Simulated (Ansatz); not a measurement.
# SnSe: computed DOS

```
CELL_PARAMETERS angstrom
2.15500 -5.85250 0.00000
2.15500 5.85250 0.00000
0.00000 0.00000 4.31800
ATOMIC_POSITIONS crystal
Sn 0.88000 0.12000 0.25000
Sn 0.12000 0.88000 0.75000
Se 0.64400 0.35600 0.25000
Se 0.35600 0.64400 0.75000
```

The cell is a measured one (Crystallography Open Database entry 9008296); the temperature and pressure of the measurement aren't taken into account, and nothing was relaxed. It was measured hot, at 825 K.

No spin–orbit coupling, which matters for the heavy atoms here.

The calculation used Ansatz 0.2.0, DFT, PBE, all-electron LAPW, scalar-relativistic.

Numerical set-up: a Γ-centred 7×7×6 k mesh, Fermi–Dirac smearing of 0.03 eV, basis error target 1 meV/atom, no spin polarisation.

States per eV and cell, averaged over 0.4 eV, from -13.0 to 6.0 eV, with energies (bin centres) from the valence-band top; empty bins are left out. The partial columns, the largest 3 alone, are projections on Löwdin-orthogonalised atomic shells (those that the program's projection atoms carry: the occupied ones and, for some elements, an empty d or f shell; other empty shells have no column), summed over atoms of an element. Weights on diffuse s and p shells depend on that basis and aren't pure angular character.

```json
{"E (eV)": "-12.9", "total": "1.96", "Se 4p": "0.02", "Sn 5p": "0.32", "Sn 5s": "0.16"}
{"E (eV)": "-12.5", "total": "4.44", "Se 4p": "0.02", "Sn 5p": "0.58", "Sn 5s": "0.12"}
{"E (eV)": "-12.1", "total": "2.76", "Se 4p": "0.01", "Sn 5p": "0.23", "Sn 5s": "0.03"}
{"E (eV)": "-8.1", "total": "0.06", "Se 4p": "0.02", "Sn 5p": "0.00", "Sn 5s": "0.04"}
{"E (eV)": "-7.7", "total": "1.12", "Se 4p": "0.30", "Sn 5p": "0.05", "Sn 5s": "0.75"}
{"E (eV)": "-7.3", "total": "2.04", "Se 4p": "0.51", "Sn 5p": "0.10", "Sn 5s": "1.36"}
{"E (eV)": "-6.9", "total": "2.06", "Se 4p": "0.49", "Sn 5p": "0.10", "Sn 5s": "1.36"}
{"E (eV)": "-6.5", "total": "2.87", "Se 4p": "0.71", "Sn 5p": "0.13", "Sn 5s": "1.86"}
{"E (eV)": "-6.1", "total": "1.14", "Se 4p": "0.28", "Sn 5p": "0.04", "Sn 5s": "0.70"}
{"E (eV)": "-5.7", "total": "0.53", "Se 4p": "0.11", "Sn 5p": "0.02", "Sn 5s": "0.31"}
{"E (eV)": "-5.3", "total": "0.17", "Se 4p": "0.03", "Sn 5p": "0.01", "Sn 5s": "0.10"}
{"E (eV)": "-4.9", "total": "0.03", "Se 4p": "0.01", "Sn 5p": "0.01", "Sn 5s": "0.00"}
{"E (eV)": "-4.5", "total": "1.12", "Se 4p": "0.62", "Sn 5p": "0.44", "Sn 5s": "0.04"}
{"E (eV)": "-4.1", "total": "1.61", "Se 4p": "0.91", "Sn 5p": "0.62", "Sn 5s": "0.05"}
{"E (eV)": "-3.7", "total": "2.19", "Se 4p": "1.29", "Sn 5p": "0.80", "Sn 5s": "0.07"}
{"E (eV)": "-3.3", "total": "2.89", "Se 4p": "1.77", "Sn 5p": "1.00", "Sn 5s": "0.08"}
{"E (eV)": "-2.9", "total": "2.79", "Se 4p": "1.76", "Sn 5p": "0.88", "Sn 5s": "0.09"}
{"E (eV)": "-2.5", "total": "3.38", "Se 4p": "2.24", "Sn 5p": "0.94", "Sn 5s": "0.13"}
{"E (eV)": "-2.1", "total": "2.79", "Se 4p": "1.95", "Sn 5p": "0.60", "Sn 5s": "0.17"}
{"E (eV)": "-1.7", "total": "4.26", "Se 4p": "3.23", "Sn 5p": "0.68", "Sn 5s": "0.27"}
{"E (eV)": "-1.3", "total": "3.36", "Se 4p": "2.34", "Sn 5p": "0.56", "Sn 5s": "0.38"}
{"E (eV)": "-0.9", "total": "2.83", "Se 4p": "1.77", "Sn 5p": "0.51", "Sn 5s": "0.48"}
{"E (eV)": "-0.5", "total": "2.68", "Se 4p": "1.80", "Sn 5p": "0.33", "Sn 5s": "0.48"}
{"E (eV)": "-0.1", "total": "0.08", "Se 4p": "0.05", "Sn 5p": "0.01", "Sn 5s": "0.02"}
{"E (eV)": "0.7", "total": "0.28", "Se 4p": "0.04", "Sn 5p": "0.19", "Sn 5s": "0.03"}
{"E (eV)": "1.1", "total": "1.43", "Se 4p": "0.22", "Sn 5p": "0.96", "Sn 5s": "0.10"}
{"E (eV)": "1.5", "total": "2.58", "Se 4p": "0.44", "Sn 5p": "1.79", "Sn 5s": "0.11"}
{"E (eV)": "1.9", "total": "2.45", "Se 4p": "0.48", "Sn 5p": "1.66", "Sn 5s": "0.08"}
{"E (eV)": "2.3", "total": "2.47", "Se 4p": "0.56", "Sn 5p": "1.62", "Sn 5s": "0.07"}
{"E (eV)": "2.7", "total": "2.80", "Se 4p": "0.67", "Sn 5p": "1.80", "Sn 5s": "0.08"}
{"E (eV)": "3.1", "total": "3.13", "Se 4p": "0.77", "Sn 5p": "1.97", "Sn 5s": "0.09"}
{"E (eV)": "3.5", "total": "2.57", "Se 4p": "0.62", "Sn 5p": "1.55", "Sn 5s": "0.07"}
{"E (eV)": "3.9", "total": "2.51", "Se 4p": "0.61", "Sn 5p": "1.50", "Sn 5s": "0.05"}
{"E (eV)": "4.3", "total": "2.74", "Se 4p": "0.67", "Sn 5p": "1.63", "Sn 5s": "0.04"}
{"E (eV)": "4.7", "total": "2.66", "Se 4p": "0.61", "Sn 5p": "1.49", "Sn 5s": "0.03"}
{"E (eV)": "5.1", "total": "2.73", "Se 4p": "0.58", "Sn 5p": "1.47", "Sn 5s": "0.02"}
{"E (eV)": "5.5", "total": "1.70", "Se 4p": "0.38", "Sn 5p": "0.88", "Sn 5s": "0.01"}
{"E (eV)": "5.9", "total": "1.64", "Se 4p": "0.26", "Sn 5p": "0.54", "Sn 5s": "0.00"}
```

Task: Which of the resolved shells contributes most in the top eV of the valence band?

Result: Se 4p, with 65 % of all states there; Sn 5s follows with 17 %.
